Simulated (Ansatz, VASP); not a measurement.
Two plane-wave programs on KF

```
K F
1.0
     0.00000    2.53982    2.53982
     2.53982    0.00000    2.53982
     2.53982    2.53982    0.00000
K F
1 1
Direct
  0.00000 0.00000 0.00000
  0.50000 0.50000 0.50000
```

Change from the starting cell: strain -0.050 along x and y, -0.050 along z, atoms carried along.

Alike in both runs: task single point; functional r2SCAN; k mesh 8 × 8 × 8; occupations gaussian, width 0.05 eV; no spin polarisation.

```csv
,VASP,Ansatz
version,VASP 6.6.1,Ansatz 0.2.0
potentials or method,"VASP PAW PBE potentials, release 64 (K_sv, F)","scalar-relativistic, plane waves, PAW"
plane-wave cutoff (eV),520,500
valence electrons in the cell,16,16
```

Ansatz gave:

* gap on the k mesh at the Fermi level (eV): 7.72
* least direct gap on the mesh (eV): 7.73
* pressure (GPa): 6.8

What did VASP give for the same quantities?

gap on the k mesh at the Fermi level (eV): 7.72; least direct gap on the mesh (eV): 7.72; pressure (GPa): 6.9.

Caveats: the PAW data sets were made with another functional, which shifts forces and pressure a little (VASP). A k mesh can miss the band edges.
